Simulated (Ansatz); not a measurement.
La2O3, A-La2O3 type was relaxed with 4 functionals in Ansatz, cell and atoms free, the symmetry of the start kept (meshes: PBE 6×6×4, r2SCAN 6×6×4, PBEsol 6×6×4, LDA 6×6×4). All values are calculated for a non-magnetic cell, which may be hypothetical.

The PBEsol result:
```cif
data_structure
_symmetry_space_group_name_H-M 'P-3m1'
_symmetry_Int_Tables_number 164
_cell_length_a 3.9060
_cell_length_b 3.9060
_cell_length_c 6.0410
_cell_angle_alpha 90.000
_cell_angle_beta 90.000
_cell_angle_gamma 120.000
_cell_volume 79.82
loop_
_atom_site_label
_atom_site_type_symbol
_atom_site_symmetry_multiplicity
_atom_site_Wyckoff_symbol
_atom_site_fract_x
_atom_site_fract_y
_atom_site_fract_z
_atom_site_occupancy
La1 La 2 d 0.33333 0.66667 0.24539 1
O1 O 1 a 0.00000 0.00000 0.00000 1
O2 O 2 d 0.33333 0.66667 0.64598 1
```

It is trigonal, P-3m1 (No. 164); conventional cell a = 3.906 Å, c = 6.041 Å, 15.96 Å³ an atom. La has 7 O at 2.35–2.70 Å; O has 6 La at 2.70 Å; O has 4 La at 2.35–2.42 Å.

(1) Order the functionals by the relaxed volume, smallest first.
A. PBEsol
B. PBE
C. r2SCAN
D. LDA

(2) What lattice does LDA give?

(3) What lattice does PBE give?

(4) Held at the r2SCAN cell, what mean stress do LDA and PBE find, and does its sign point to their own minimum?

Answers

(1) D (15.54 Å³/atom), A (15.96 Å³/atom), C (16.43 Å³/atom), B (16.64 Å³/atom).

(2) a = 3.883 Å, c = 5.951 Å; the volume differs by -2.7 % from PBEsol's. La has 7 O at 2.33–2.67 Å; O has 6 La at 2.67 Å; O has 4 La at 2.33–2.40 Å.

(3) a = 3.940 Å, c = 6.189 Å; the volume differs by +4.3 % from PBEsol's. La has 7 O at 2.37–2.74 Å; O has 6 La at 2.74 Å; O has 4 La at 2.37–2.46 Å.

(4) Yes. LDA -6.87 GPa, and its relaxed volume is -5.4 % from r2SCAN's; PBE +1.30 GPa, and its relaxed volume is +1.3 % from r2SCAN's. Compression counts positive, so a positive stress asks for a larger cell.
